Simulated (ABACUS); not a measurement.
# Ru (P6_3/mmc) in ABACUS: notebook, part 2 of 2

ABACUS 3.10.1. Earlier steps stand in the parts before.

### Step 4. Relaxation of cell and atoms, r2SCAN

Contents of run_abacus.py:

```python
"""Relaxation by an ASE optimiser with ABACUS as a small file-based calculator."""
import re
import subprocess
import spglib
from ase import Atoms
import numpy as np
from ase.calculators.calculator import Calculator, all_changes
from ase.filters import FrechetCellFilter
from ase.io import read
from ase.optimize import BFGS
from ase.stress import full_3x3_to_voigt_6_stress
from ase.units import Bohr, GPa

atoms = read("Ru.cif")
cell, frac, numbers = spglib.standardize_cell((atoms.cell[:], atoms.get_scaled_positions(), atoms.numbers), to_primitive=True, symprec=1e-4)
atoms = Atoms(numbers=numbers, cell=cell, scaled_positions=frac, pbc=True)  # the primitive cell
atoms = atoms[(-atoms.numbers).argsort(kind="stable")]  # ABACUS lists atoms element by element
pseudo = {'Ru': 'Ru_ONCV_PBE-1.2.upf'}
orbital = {'Ru': 'Ru_confined-atom_7au_3s2p2d1f.orb'}
magmoms = None
kmesh = [8, 8, 4]
params = {
    'suffix': 'Ru',
    'calculation': 'scf',
    'basis_type': 'lcao',
    'pseudo_dir': './',
    'orbital_dir': './',
    'symmetry': 1,
    'dft_functional': 'MGGA_X_R2SCAN+MGGA_C_R2SCAN',
    'ecutwfc': 100,
    'pseudo_rcut': 10,
    'nspin': 1,
    'nbands': 20,
    'ks_solver': 'genelpa',
    'smearing_method': 'fd',
    'smearing_sigma': 0.00367493,
    'scf_thr': 1e-07,
    'scf_nmax': 100,
    'mixing_type': 'broyden',
    'mixing_beta': 0.7,
    'cal_force': 1,
    'cal_stress': 1,
    'mixing_tau': 1,
    'out_mul': 1,
}

def write_input(atoms):
    symbols = atoms.get_chemical_symbols()
    elements = list(dict.fromkeys(symbols))
    lines = ["ATOMIC_SPECIES"] + [f"{e} {atoms.get_masses()[symbols.index(e)]:.4f} {pseudo[e]}" for e in elements]
    if orbital:
        lines += ["", "NUMERICAL_ORBITAL"] + [orbital[e] for e in elements]
    lines += ["", "LATTICE_CONSTANT", f"{1 / Bohr:.10f}", "", "LATTICE_VECTORS"]
    lines += [" ".join(f"{x:.10f}" for x in v) for v in atoms.cell]
    lines += ["", "ATOMIC_POSITIONS", "Direct"]
    for e in elements:
        lines += ["", e, "0.0", str(symbols.count(e))]
        for i, p in enumerate(atoms.get_scaled_positions(wrap=False)):
            if symbols[i] == e:
                mag = "" if magmoms is None else " mag " + " ".join(str(x) for x in (magmoms[i] if isinstance(magmoms[i], list) else [magmoms[i]]))
                lines.append(" ".join(f"{x:.10f}" for x in p) + " 1 1 1" + mag)
    open("STRU", "w").write("\n".join(lines) + "\n")
    open("KPT", "w").write("K_POINTS\n0\nGamma\n%d %d %d 0 0 0\n" % tuple(kmesh))
    open("INPUT", "w").write("INPUT_PARAMETERS\n" + "".join(f"{k:<20s}{v}\n" for k, v in params.items()))

class Abacus(Calculator):
    implemented_properties = ["energy", "free_energy", "forces", "stress"]

    def calculate(self, atoms=None, properties=("energy",), system_changes=all_changes):
        super().calculate(atoms, properties, system_changes)
        write_input(self.atoms)
        subprocess.run(['mpirun', '-np', '4', 'abacus'], check=True)
        log = open("OUT.Ru/running_scf.log").read()
        if "charge density convergence is achieved" not in log:
            raise RuntimeError("SCF not converged")
        rows = lambda title, n: np.array([l.split()[-3:] for l in log.split(title)[-1].split("\n")[2:2 + n]], float)
        energy = float(re.findall(r"FINAL_ETOT_IS (\S+)", log)[-1])
        stress = -rows("TOTAL-STRESS", 3) / 10 * GPa  # ABACUS prints kbar, compression positive
        self.results = dict(energy=energy, free_energy=energy, forces=rows("TOTAL-FORCE", len(self.atoms)), stress=full_3x3_to_voigt_6_stress(stress))

atoms.calc = Abacus()
opt = BFGS(FrechetCellFilter(atoms), logfile="opt.log", trajectory="relax.traj")
print("optimiser converged:", opt.run(fmax=0.01, steps=60))
```

Contents of Ru.cif:

```cif
data_Ru
_cell_length_a 2.70580000
_cell_length_b 2.70580000
_cell_length_c 4.28190000
_cell_angle_alpha 90.00000000
_cell_angle_beta 90.00000000
_cell_angle_gamma 120.00000000
_space_group_name_H-M_alt 'P6_3/mmc'
_space_group_name_Hall '-P 6c 2c'
_space_group_IT_number 194
loop_
_space_group_symop_operation_xyz
'x,y,z'
'-x,-y,-z'
'x-y,x,z+1/2'
'-x+y,-x,-z+1/2'
'-y,x-y,z'
'y,-x+y,-z'
'-x,-y,z+1/2'
'x,y,-z+1/2'
'-x+y,-x,z'
'x-y,x,-z'
'y,-x+y,z+1/2'
'-y,x-y,-z+1/2'
'-y,-x,-z+1/2'
'y,x,z+1/2'
'-x,-x+y,-z'
'x,x-y,z'
'-x+y,y,-z+1/2'
'x-y,-y,z+1/2'
'y,x,-z'
'-y,-x,z'
'x,x-y,-z+1/2'
'-x,-x+y,z+1/2'
'x-y,-y,-z'
'-x+y,y,z'
loop_
_atom_site_label
_atom_site_type_symbol
_atom_site_symmetry_multiplicity
_atom_site_Wyckoff_symbol
_atom_site_fract_x
_atom_site_fract_y
_atom_site_fract_z
_atom_site_occupancy
Ru1 Ru 2 c 0.6666666667 0.3333333333 0.7500000000 1
```

On the command line:

```console
> OMP_NUM_THREADS=1 python run_abacus.py > log
```

Run time: 54 s. Hardware: 4 MPI ranks of AMD EPYC 9R45 (Zen 5), shared host; peak memory 0.44 GiB.

Results (log left out):

```
Free energy                            : -5132.9117 eV
Relaxed volume                         : 13.47 Å³/atom
Relaxed cell                           : a = 2.701 Å, b = 2.701 Å, c = 4.265 Å, α = 90.00°, β = 90.00°, γ = 120.00°
Space group after relaxing (to 0.05 Å) : P6_3/mmc (No. 194)
Energy gained by relaxing              : 0.9 meV/atom
Ionic steps                            : 4
Pressure after relaxing                : 0.0 GPa
Band gap on the k mesh                 : none (metal or under the smearing width)
```

Stress tensor (GPa, compression positive):
```
 0.10  0.00  0.00
 0.00  0.10  0.00
 0.00  0.00 -0.09
```

The path:
```csv
step,energy change (eV),largest force (eV/Å),pressure (GPa),volume (Å³)
1,0.0000,0.0000,-2.60,27.15
2,-0.0015,0.0000,-1.00,27.02
3,-0.0018,0.0000,0.05,26.94
4,-0.0018,0.0000,0.04,26.94
```

Final structure:
```cif
data_structure
_symmetry_space_group_name_H-M 'P 1'
_symmetry_Int_Tables_number 1
_cell_length_a 2.7006
_cell_length_b 2.7006
_cell_length_c 4.2654
_cell_angle_alpha 90.000
_cell_angle_beta 90.000
_cell_angle_gamma 120.000
_cell_volume 26.94
loop_
_atom_site_label
_atom_site_type_symbol
_atom_site_fract_x
_atom_site_fract_y
_atom_site_fract_z
_atom_site_occupancy
Ru1 Ru 0.66667 0.33333 0.75000 1
Ru2 Ru 0.33333 0.66667 0.25000 1
```

Levels at points of the mesh, in eV from the Fermi level:
```csv
k point,band 13,band 14,band 15,band 16,band 17,band 18,band 19,band 20
"(0.00, 0.00, 0.00)",-2.50,-1.96,-1.96,-1.45,-1.45,1.29,1.29,1.36
"(0.50, 0.50, 0.00)",-2.16,-1.91,-1.55,1.55,1.99,2.06,4.29,6.46
"(0.00, 0.00, 0.50)",-2.87,-2.87,-2.86,-2.86,0.63,0.63,0.63,0.63
"(0.50, 0.50, 0.50)",-1.09,-1.09,0.48,0.48,1.82,1.82,3.58,3.58
```

Caveat: the k mesh is coarse (spacing up to 0.37 Å⁻¹), so the values aren't converged; the atomic orbitals were generated for these runs and aren't a published set; the potentials were made for another functional, which shifts forces and pressure; the basis of atomic orbitals isn't converged, which shifts pressures, moduli and gaps.

### Step 5. The runs side by side

```csv
task,level,potentials or basis,cell,k mesh,cutoff (eV),SCF threshold on the density,eigensolver,orbital files,optimiser,force threshold,mesh quality,gap on the mesh (eV),pressure (GPa)
single point,AM05,"GBRV ultrasoft 1.5 PBEsol, plane waves",as given,9 × 9 × 5,544,1e-08,dav,-,-,-,not flagged,none,-8.9
single point,r2SCAN,"SG15 ONCV 1.2 PBE, DZP LCAO (the cutoffs set its grid)",as given,8 × 8 × 4,1361,1e-07,genelpa,Ru Ru_confined-atom_7au_3s2p2d1f.orb,-,-,coarse,none,-2.6
relaxation of cell and atoms,r2SCAN,"SG15 ONCV 1.2 PBE, DZP LCAO (the cutoffs set its grid)",relaxed,8 × 8 × 4,1361,1e-07,genelpa,Ru Ru_confined-atom_7au_3s2p2d1f.orb,ASE BFGS,0.01 eV/Å,coarse,none,0.0
```

Alike in all rows: no spin polarisation; smearing fermi-dirac 0.05 eV.

Caveats: some runs use coarse meshes; the potentials were made for another functional, which shifts forces and pressure; the atomic orbitals were generated for these runs and aren't a published set (some runs); the basis of atomic orbitals isn't converged, which shifts pressures, moduli and gaps (some runs).

Total energies depend on the potentials used, so only differences within one code and one set of settings carry meaning.
